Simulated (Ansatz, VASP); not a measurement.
**HfO2 in VASP and in Ansatz**

Contents of INCAR:

```
PREC = Accurate
ENCUT = 520
EDIFF = 1E-6
ISMEAR = 0
SIGMA = 0.05
LREAL = F
LASPH = T
NELM = 100
ALGO = Normal
ISIF = 2
LWAVE = F
LCHARG = F
GGA = PE
NBANDS = 31
```

KPOINTS

```
Automatic mesh
0
Gamma
  6 6 4
```

POSCAR

```
HfO2
1.0
    3.6043047991      0.0000000000      0.0000000000
    0.0000000000      3.6043047991      0.0000000000
    0.0000000000      0.0000000000      5.2639673039
Hf O
2 4
Direct
    0.5000000000      0.5000000000      0.5000000000
    0.0000000000      0.0000000000      0.0000000000
    0.0000000000      0.5000000000      0.6790042843
    0.5000000000      0.0000000000      0.8209957157
    0.5000000000      0.0000000000      0.3209957157
    0.0000000000      0.5000000000      0.1790042843
```

Input for Ansatz:

```yaml
crystal:
  lattice:
    - [3.6043047991, 0.0, 0.0]
    - [0.0, 3.6043047991, 0.0]
    - [0.0, 0.0, 5.2639673039]
  atoms:
    - { symbol: Hf, position: [0.5, 0.5, 0.5] }
    - { symbol: Hf, position: [0.0, 0.0, 0.0] }
    - { symbol: O, position: [0.0, 0.5, 0.6790042843] }
    - { symbol: O, position: [0.5, 0.0, 0.8209957157] }
    - { symbol: O, position: [0.5, 0.0, 0.3209957157] }
    - { symbol: O, position: [0.0, 0.5, 0.1790042843] }
basis:
  ecutwfc: 420
kpoints:
  mp_grid: { grid: [6, 6, 4] }
hamiltonian:
  xc: pbe
scf:
  occupations: { method: gaussian, width: 0.05 }
output:
  forces: true
  stress: true
  eigenvalues: true
```

Change from the starting cell: mode 10 (309.8 1/cm) frozen in, largest displacement +0.075 Å.

Alike in both runs: task single point; functional PBE; k mesh 6 × 6 × 4; occupations gaussian, width 0.05 eV; no spin polarisation.

```csv
,VASP,Ansatz
version,VASP 6.6.1,Ansatz 0.2.0
potentials or method,"VASP PAW PBE potentials, release 64 (Hf_pv, O)","scalar-relativistic, plane waves, PAW"
plane-wave cutoff (eV),520,420
valence electrons in the cell,44,76
```

|  | VASP | Ansatz | Ansatz less VASP |
| --- | --- | --- | --- |
| gap on the k mesh at the Fermi level (eV) | 4.66 | 4.71 | +0.045 |
| least direct gap on the mesh (eV) | 4.82 | 4.87 | +0.041 |
| pressure (GPa) | 1.5 | 4.5 | +3.05 |
| largest component of the traceless stress (GPa) | 2.16 | 1.94 | -0.228 |
| rms of the force components (eV/Å) | 0.210 | 0.237 | +0.0266 |

Atom by atom the forces differ by 0.027 eV/Å (rms over components). The two sets of potentials don't hold the same shells in valence.

Caveats: spin-orbit coupling is left out, which moves the levels of the heavy elements. A k mesh can miss the band edges.
